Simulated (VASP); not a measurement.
# C: relaxation of cell and atoms with LDA

C, a slab with vacuum:

```
C
1.0
     2.44626    0.00000    0.00000
    -1.22313    2.11852    0.00000
     0.00000    0.00000   25.80307
C
6
Direct
  0.00000 0.00000 0.37096
  0.66667 0.33333 0.37093
  0.00000 0.00000 0.50000
  0.33333 0.66667 0.50000
  0.00000 0.00000 0.62904
  0.66667 0.33333 0.62907
```

The slab is cut from a database's or a generator's crystal, which needn't be the stable form of the element.

```json
{
 "Program": "VASP 6.6.1",
 "Task": "relaxation of cell and atoms",
 "Functional": "LDA",
 "Potentials or basis": "VASP PAW LDA potentials, release 64 (C)",
 "Cutoff": "600 eV",
 "k mesh": "15 × 15 × 1",
 "Occupations": "gaussian, width 0.03 eV",
 "Spin": "no spin polarisation",
 "Further INCAR settings": "ALGO = Normal; EDIFF = 1e-07; IBRION = 2; EDIFFG = -0.005; NSW = 90; ISIF = 3"
}
```

The band gap on the k mesh is 0.00 eV, direct.

Forces on the atoms (eV/Å):
```
C    0.000  0.000  0.001
C    0.000  0.000  0.003
C    0.000  0.000  0.000
C    0.000  0.000  0.000
C    0.000  0.000 -0.001
C    0.000  0.000 -0.003
```

Final structure:
```yaml
crystal:
  lattice:
    - [2.44626, 0.00000, 0.00000]
    - [-1.22313, 2.11852, 0.00000]
    - [0.00000, 0.00000, 25.80307]
  atoms:
    - { symbol: C, position: [0.00000, 0.00000, 0.37096] }
    - { symbol: C, position: [0.66667, 0.33333, 0.37093] }
    - { symbol: C, position: [0.00000, 0.00000, 0.50000] }
    - { symbol: C, position: [0.33333, 0.66667, 0.50000] }
    - { symbol: C, position: [0.00000, 0.00000, 0.62904] }
    - { symbol: C, position: [0.66667, 0.33333, 0.62907] }
```

Levels at points of the mesh, in eV from the valence-band top:
```csv
k point,band 10,band 11,band 12,band 13,band 14,band 15
"(0.00, 0.00, 0.00)",-3.00,-2.97,-2.97,3.52,3.82,4.65
```

Wall time 13 s on 8 MPI ranks on AMD EPYC 9R45 (Zen 5), with other jobs on the host, peak memory 0.25 GiB a rank.

Caveat: the relaxation stopped at its first step, so nothing moved.
